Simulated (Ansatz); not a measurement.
# Ge (Fd-3m) in Ansatz: a series of runs

The runs below take Ge through projected density of states, density of states, band structure, elastic constants, with rPW86-PBE, RPBE, RPBE-LYP, LDA.

Program: Ansatz 0.2.0. These are calculated values, not measurements. Logs are shortened: lines on timing, memory, paths and dates and some standing lists are left out, and cuts for length are marked.

**What was measured.**

From “Temperature-dependent photoluminescence in Ge: experiment and theory”, 2020, arxiv:2003.00143, for a bulk crystal of Ge at 0 K: band gap 0.744 eV (indirect).

“Electronic and optical properties of SixGe1-x-ySny alloys lattice-matched to Ge”, 2021, arxiv:2109.02782 reports, for a bulk crystal of Ge: band gap 0.807 eV (direct) at 300 K; band gap 0.666 eV (indirect) at 293 K.

The runs below are set against these values where they give the same quantity.

## Step 1: The crystal as given

It takes space group Fd-3m (No. 227, cubic). Conventional cell: a = 5.658 Å, b = 5.658 Å, c = 5.658 Å, α = 90.00°, β = 90.00°, γ = 90.00°. Ge (site symmetry -43m) has 4 Ge at 2.45 Å as nearest neighbours.

## Step 2: Projected density of states, rPW86-PBE

Input file input.yaml:

```yaml
crystal:
  lattice: { a: 4.0006828887, b: 4.0006828887, c: 4.0006828887, alpha: 60.0, beta: 60.0, gamma: 60.0 }
  atoms:
    - { symbol: Ge, position: [0.75, 0.75, 0.75] }
    - { symbol: Ge, position: [0.5, 0.5, 0.5] }
kpoints:
  mp_grid: { grid: [8, 8, 8] }
  band_path:
    path:
      - [0.0, 0.0, 0.0]
      - [0.5, 0.0, 0.5]
      - [0.5, 0.25, 0.75]
      - [0.375, 0.375, 0.75]
      - [0.0, 0.0, 0.0]
      - [0.5, 0.5, 0.5]
      - [0.625, 0.25, 0.625]
      - [0.5, 0.25, 0.75]
    npoints: 6
scf:
  occupations: { method: tetrahedron }
hamiltonian:
  xc: { exchange: rpw86, correlation: pbe }
  pseudopotentials: { kind: all_electron, lapw: { basis_error: 0.002 } }
output:
  forces: true
  stress: true
  eigenvalues: true
  fatbands: true
  dos: { projected: true, de: 0.1, e_range: [-20, 6] }
  populations: true
```

Potentials or basis: all-electron LAPW, scalar-relativistic.

On the command line:

```bash
$ ansatz run input.yaml --threads 1 --pin off --max-ram 2560MiB --backend cpu --events-out ev --progress --plain --runs-dir out
```

The log of the run:

```text
Warning: output.forces, output.stress, relax.cell or npt_langevin: where a Kohn–Sham band that disperses or a degenerate level is filled in part under the method tetrahedron, the forces or the stress that this run publishes need not agree with its energy (scf.occupations.method in the input reference, under Limitations); prefer a smearing scheme for the forces or the stress
Warning: RAYON_NUM_THREADS=1 ignored (pool sized by the plan → 1); use --threads N
Ge: projections on atomic orbitals take those of the free atom 1s2 2s2 2p6 3s2 3p6 3d10 4s2 4p2, of charge +0.00 (hamiltonian.pseudopotentials.projection_atoms)
LAPW: plane waves up to 8.757 Å⁻¹, error target 2.0e-3 eV per atom; small_component_spin mean_spin; Ge in spheres of 1.225 Å, 22 of its electrons in bands, Dirac shells [] (how accurate: hamiltonian.pseudopotentials.lapw.basis_error, Limitations)
Engine: ansatz 0.2.0, aarch64-unknown-linux-gnu
Pseudopotentials: kind: all_electron
Pseudopotential: Ge, LAPW, valence charge 22, lapw/all_electron/scalar/gaussian/Ge, Koelling and Harmon's equation, gaussian nucleus
Functional definition: unnamed
  exchange = rpw86_x
  correlation = pbe_c
davidson cushion auto → on  (no smearing: the cushion is to keep the highest requested band from converging to the state above it; pin scf.eigensolver.cushion to override)
Crystal: 2 atoms, lattice volume = 45.278 Å³
Basis set: ecut = 292.19716518265153 eV, 531 PW (Γ), exchange–correlation at level 2
Bands: 27, of which v1, the nominal top of the filled ones, is band 22 counted from 1 (21 counted from 0)
Symmetry: 48 space group operations
Space group: Fd-3m (ITA 227), of the structure as read, at distance tolerance 3.6e-5 Å
k-points: 29 of 512
Non-local potential: Ge, projectors of the file, none
Initial density: superposition of atomic densities (chi_scale 0.1, normalization cell)
Initial wavefunctions: plane waves of lowest kinetic energy (no species holds an atomic orbital)
Functional: x = rpw86, c = pbe(β = 0.06672455060314922)
iter 1 solved again at ethr=1.15e-3 eV; its pass at ethr=1.00e-1 eV (dr2=5.05e-1 eV) is discarded
SCF iter   1: F=—  HF=-114295.537712 eV  |F-HF|=—  |Δ(HF+E_count)|=         —  Δρ=2.97e-2  dr2=5.06e-1  ethr=1.15e-3  ⟨swp⟩=2.1  Hψ=4813  notcnv=0
preconditioner: auto → Kerker (q_TF=auto, 2.715 Å⁻¹)  [metal: no gap  n_scr=14 (ndim 8)  ℏωp=29.2 eV  f_vac=0.084]
SCF iter   2: F=—  HF=-114295.519056 eV  |F-HF|=—  |Δ(HF+E_count)|=   1.87e-2  Δρ=2.17e-2  dr2=3.20e-1  ethr=1.15e-3  ⟨swp⟩=2.0  Hψ=2320  notcnv=0
SCF iter   3: F=—  HF=-114295.499542 eV  |F-HF|=—  |Δ(HF+E_count)|=   1.95e-2  Δρ=6.71e-3  dr2=4.53e-2  ethr=7.28e-4  ⟨swp⟩=2.1  Hψ=2322  notcnv=0
SCF iter   4: F=—  HF=-114295.453087 eV  |F-HF|=—  |Δ(HF+E_count)|=   4.65e-2  Δρ=4.36e-3  dr2=1.42e-2  ethr=1.03e-4  ⟨swp⟩=2.0  Hψ=2320  notcnv=0
iter 5 solved again at ethr=2.57e-6 eV; its pass at ethr=3.24e-5 eV (dr2=1.13e-3 eV) is discarded
SCF iter   5: F=—  HF=-114295.453187 eV  |F-HF|=—  |Δ(HF+E_count)|=         —  Δρ=1.31e-3  dr2=1.13e-3  ethr=2.57e-6  ⟨swp⟩=2.0  Hψ=4201  notcnv=0
the basis was enlarged: its passes take 61.8 KiB over the memory plan, 1 of 1 planned eigensolver slots
SCF iter   6: F=—  HF=-114295.453727 eV  |F-HF|=—  |Δ(HF+E_count)|=   5.40e-4  Δρ=4.38e-4  dr2=6.76e-5  ethr=2.57e-6  ⟨swp⟩=3.0  Hψ=2478  notcnv=0
SCF iter   7: F=—  HF=-114295.453792 eV  |F-HF|=—  |Δ(HF+E_count)|=   6.46e-5  Δρ=3.18e-5  dr2=2.56e-7  ethr=1.54e-7  ⟨swp⟩=3.2  Hψ=2586  notcnv=0
SCF iter   8: F=-114295.453793 eV  HF=-114295.453793 eV  |F-HF|=6.39e-8  |Δ(HF+E_count)|=   9.59e-7  Δρ=7.52e-6  dr2=1.92e-8  ethr=5.81e-10  ⟨swp⟩=3.7  Hψ=2611  notcnv=0
SCF 1 converged in 8 iterations: F = -114295.453793 eV  dr2 = 1.92e-8
NSCF: frozen V_eff on 43 k-points
SCF converged after 8 iterations
Stability not checked: this state was not tested for a lower state beside it, because cold or Methfessel-Paxton smearing, or corrected tetrahedra, fill the levels in a way that the test cannot read (fill_not_monotonic; see scf.lower_state_search)
Free energy (F): -114295.453793 eV
Harris-Foulkes:  -114295.453793 eV  (|F-HF|=6.39e-8)
Internal energy: -114295.453793 eV  (E = F + TS)
E sigma→0 (E₀):  -114295.453793 eV
Fermi energy:    10.079851 eV
--- Per-component energies (eV) ---
  E_band       = -2082.918771
  E_kinetic    = 116700.650687
  E_xc         = -4404.429037
  E_electrostatic = -226591.675442  (all electrons and nuclei)
  E_smearing   = -0.000000  (= −TS)
  E_closure    = 0.000000  (closes the sum)
  E_atoms      = -114287.232579  (free atoms, spherical and without spin; not in F)
  Σ components = -114295.453793   (vs F -114295.453793, Δ=0.00e0)
  Basis errors (estimates in eV, not in F): energy 8.6e-4 per atom: plane waves 7.7e-4 (4.7e-4 summed), levels above the bands 0.0e0, relativity 5.6e-9, radial functions 8.2e-5, core shells 7.0e-11; eigenvalues (radial functions only) 8.7e-7; not estimated: angular momenta, meshes, grids; target (lapw.basis_error) 2.0e-3; muffin-tin radii Ge 1.225 Å
--- Forces (eV/Å), atoms counted from 1 ---
  atom   1  Ge     0.00000000    -0.00000000    -0.00000000
  atom   2  Ge    -0.00000000     0.00000000    -0.00000000
  max |Σ_I F_I| component: 1.16e-18 eV/Å
--- Stress (GPa, compression-positive) ---
        6.908457       0.000000       0.000000
        0.000000       6.908457       0.000000
        0.000000       0.000000       6.908457
  P = ⅓ Tr σ = 6.9085 GPa (69.085 kbar)
--- Band table (eV; the first three rows and the last of 29) ---
  k-point 0: bands = ["-154.0589", "-154.0566", "-100.9694", "-100.9694", "-100.9694", "-100.9608", "-100.9608", "-100.9608", "-14.6601", "-14.6601", "-14.6601", "-14.6270", "-14.6270", "-14.4112", "-14.4112", "-14.4112", "-14.4004", "-14.4004", "-2.7240", "9.9069", "10.0799", "10.0799", "10.0799", "12.6627", "12.6627", "12.6627", "16.5529"]
  k-point 1: bands = ["-154.0588", "-154.0567", "-100.9695", "-100.9695", "-100.9693", "-100.9609", "-100.9607", "-100.9607", "-14.6686", "-14.6686", "-14.6576", "-14.6152", "-14.6152", "-14.4246", "-14.4246", "-14.4142", "-14.3889", "-14.3889", "-2.5347", "7.6567", "9.7495", "9.7495", "11.0353", "13.1053", "13.1053", "13.5518", "17.4751"]
  k-point 2: bands = ["-154.0587", "-154.0568", "-100.9697", "-100.9697", "-100.9689", "-100.9613", "-100.9605", "-100.9605", "-14.6788", "-14.6788", "-14.6515", "-14.5978", "-14.5978", "-14.4392", "-14.4392", "-14.4214", "-14.3778", "-14.3778", "-1.9861", "5.3187", "9.2060", "9.2060", "10.6910", "13.7404", "13.7404", "15.6640", "18.1778"]
  k-point 28: bands = ["-154.0578", "-154.0578", "-100.9705", "-100.9705", "-100.9651", "-100.9651", "-100.9597", "-100.9597", "-14.7086", "-14.7086", "-14.5664", "-14.5664", "-14.5185", "-14.5185", "-14.4855", "-14.4855", "-14.3439", "-14.3439", "1.2318", "1.2318", "6.2247", "6.2247", "14.3835", "14.3835", "14.8597", "14.8597", "21.0845"]
--- Löwdin populations: 2 sites ---
  site symbol       q [e]
     0     Ge     31.9769
     1     Ge     31.9769
  spilling = 0.000722 (of n_electrons = 64.000000)
```

Wall time 16 s (1 thread of Arm Neoverse V1, shared host); peak memory 0.28 GiB.

What came out:

| Quantity | Value |
| --- | --- |
| Free energy | -114295.4538 eV |
| Pressure | 6.9 GPa |
| Band gap along the path | none (metal or under the smearing width) |

Levels at the corners of the path, in eV from the Fermi level:
| point | band 19 | band 20 | band 21 | band 22 | band 23 | band 24 | band 25 | band 26 |
| --- | --- | --- | --- | --- | --- | --- | --- | --- |
| Γ | -12.80 | -0.17 | 0.00 | 0.00 | 0.00 | 2.58 | 2.58 | 2.58 |
| X | -8.94 | -8.94 | -3.04 | -3.04 | 0.80 | 0.80 | 9.45 | 9.45 |
| W | -8.85 | -8.85 | -3.86 | -3.86 | 4.30 | 4.30 | 4.78 | 4.78 |
| K | -9.42 | -8.35 | -4.28 | -2.61 | 1.20 | 4.11 | 7.18 | 7.37 |
| Γ | -12.80 | -0.17 | 0.00 | 0.00 | 0.00 | 2.58 | 2.58 | 2.58 |
| L | -10.74 | -7.61 | -1.40 | -1.40 | 0.12 | 3.80 | 3.80 | 7.21 |
| U | -9.42 | -8.35 | -4.28 | -2.61 | 1.20 | 4.11 | 7.18 | 7.37 |
| W | -8.85 | -8.85 | -3.86 | -3.86 | 4.30 | 4.30 | 4.78 | 4.78 |

States per cell in windows of 1 eV (zero at the Fermi level; states under -8 eV left out):
```
from (eV)  total  Ge1 4p  Ge2 4p  Ge1 4s  Ge2 4s  Ge1 3s  Ge2 3s
     -8.0   0.85    0.19    0.19    0.23    0.23    0.00    0.00
     -7.0   0.42    0.10    0.10    0.11    0.11    0.00    0.00
     -6.0   0.23    0.06    0.06    0.06    0.06    0.00    0.00
     -5.0   0.33    0.13    0.13    0.04    0.04    0.00    0.00
     -4.0   1.21    0.56    0.56    0.04    0.04    0.00    0.00
     -3.0   1.46    0.69    0.69    0.03    0.03    0.00    0.00
     -2.0   1.03    0.50    0.50    0.01    0.01    0.00    0.00
     -1.0   0.22    0.11    0.11    0.00    0.00    0.00    0.00
      0.0   0.10    0.03    0.03    0.02    0.02    0.00    0.00
      1.0   1.23    0.38    0.38    0.19    0.19    0.00    0.00
      2.0   1.14    0.36    0.36    0.15    0.15    0.00    0.00
      3.0   1.21    0.46    0.46    0.07    0.07    0.00    0.00
      4.0   1.21    0.45    0.45    0.05    0.05    0.00    0.00
      5.0   1.31    0.43    0.43    0.04    0.04    0.00    0.00
```

Caveat: the program warned that the printed levels may be off, so bands, gaps and densities of states are rough; this crystal is a semiconductor, whose small gap the functional closes, so the metal is an error of the method; with tetrahedron occupations forces and stress needn't match the slope of the energy.

## Step 3: Density of states, RPBE

Input file input.yaml:

```yaml
crystal:
  lattice: { a: 5.65782, b: 5.65782, c: 5.65782, alpha: 90.0, beta: 90.0, gamma: 90.0 }
  space_group: 227
  setting: { hermann_mauguin: Fd-3m, origin_choice: 1 }
  reduce_to_primitive: true
  atoms:
    - { symbol: Ge, position: [0.25, 0.25, 0.25] }
kpoints:
  mp_grid: { grid: [8, 8, 8] }
scf:
  occupations: { method: fermi_dirac, width: 0.15 }
hamiltonian:
  xc: rpbe
  pseudopotentials: { kind: all_electron, datasets: crystal }
output:
  forces: true
  stress: true
  eigenvalues: true
  dos: { projected: false, de: 0.1, e_range: [-10, 10] }
  elf: true
  volumetric_format: npy
```

Potentials or basis: all-electron PAW datasets made for the crystal.

On the command line:

```bash
$ ansatz run input.yaml --threads 1 --pin off --max-ram 2560MiB --backend cpu --events-out ev --progress --plain --runs-dir out
```

It took 3.4 s on 1 thread of Arm Neoverse V1, shared host; peak memory 0.33 GiB.

The run converged. Its results:

```yaml
Free_energy: -114244.0214 eV
Pressure: 5.5 GPa
```

Levels at points of the mesh, in eV from the Fermi level:
```tsv
k point	band 1	band 2	band 3	band 4	band 5	band 6	band 7
(0.00, 0.00, 0.00)	-12.83	-0.09	-0.09	-0.09	0.06	2.48	2.48
(0.00, 0.00, -0.50)	-10.74	-7.65	-1.49	-1.49	0.18	3.67	3.67
(0.00, -0.50, -0.50)	-8.94	-8.94	-3.16	-3.16	0.74	0.74	9.47
```

States per cell in windows of 1 eV (zero at the Fermi level; states under -8 eV left out):
| from (eV) | total |
| --- | --- |
| -8.0 | 0.86 |
| -7.0 | 0.42 |
| -6.0 | 0.23 |
| -5.0 | 0.47 |
| -4.0 | 1.22 |
| -3.0 | 1.44 |
| -2.0 | 0.95 |
| -1.0 | 0.18 |
| 0.0 | 0.10 |
| 1.0 | 1.28 |
| 2.0 | 1.13 |
| 3.0 | 1.25 |
| 4.0 | 1.22 |
| 5.0 | 1.26 |
| 6.0 | 1.02 |
| 7.0 | 1.01 |

Caveat: the program warned that the printed levels may be off, so bands, gaps and densities of states are rough.

## Step 4: Band structure, RPBE-LYP, spin-orbit coupling, no magnetisation

Input file input.yaml:

```yaml
crystal:
  lattice:
    - [0.0, 2.82891, 2.82891]
    - [2.82891, 0.0, 2.82891]
    - [2.82891, 2.82891, 0.0]
  atoms:
    - { symbol: Ge, position: [0.75, 0.75, 0.75] }
    - { symbol: Ge, position: [0.5, 0.5, 0.5] }
kpoints:
  mp_grid: { grid: [6, 6, 6] }
  band_path:
    path:
      - [0.0, 0.0, 0.0]
      - [0.5, 0.0, 0.5]
      - [0.5, 0.25, 0.75]
      - [0.375, 0.375, 0.75]
      - [0.0, 0.0, 0.0]
      - [0.5, 0.5, 0.5]
      - [0.625, 0.25, 0.625]
      - [0.5, 0.25, 0.75]
    npoints: 12
scf:
  occupations: { method: fermi_dirac, width: 0.1 }
hamiltonian:
  xc: { exchange: rpbe, correlation: lyp }
  pseudopotentials: { kind: all_electron, lapw: { basis_error: 0.001 } }
magnetization:
  noncollinear: true
  spin_orbit: true
output:
  forces: true
  stress: true
  eigenvalues: true
```

Potentials or basis: all-electron LAPW, relativistic spinors.

On the command line:

```bash
$ ansatz run input.yaml --threads 1 --pin off --max-ram 2560MiB --backend cpu --events-out ev --progress --plain --runs-dir out
```

Wall time 1.8 min (1 thread of Arm Neoverse V1, shared host); peak memory 0.42 GiB.

It converged, with:

```yaml
Free_energy: -114249.4729 eV
Pressure: 9.4 GPa
Band_gap_along_the_path: none (metal or under the smearing width)
```

Levels at the corners of the path, in eV from the Fermi level:
```tsv
point	band 40	band 41	band 42	band 43	band 44	band 45	band 46	band 47	band 48	band 49
Γ	-0.25	-0.12	-0.12	0.05	0.05	0.05	0.05	2.39	2.39	2.61
X	-8.95	-3.08	-3.08	-3.08	-3.08	0.91	0.91	0.91	0.91	9.41
W	-8.85	-3.89	-3.89	-3.82	-3.82	4.23	4.23	4.37	4.37	4.88
K	-8.36	-4.27	-4.27	-2.65	-2.65	1.30	1.30	4.16	4.16	7.20
Γ	-0.25	-0.12	-0.12	0.05	0.05	0.05	0.05	2.39	2.39	2.61
L	-7.61	-1.54	-1.54	-1.35	-1.35	0.19	0.19	3.74	3.74	3.84
U	-8.36	-4.27	-4.27	-2.65	-2.65	1.30	1.30	4.16	4.16	7.20
W	-8.85	-3.89	-3.89	-3.82	-3.82	4.23	4.23	4.37	4.37	4.88
```

Caveat: the k mesh is thin for a metal, which can move the energy by tens of meV per atom; this crystal is a semiconductor, whose small gap the functional closes, so the metal is an error of the method.

(Part 1 of 2 ends here.)
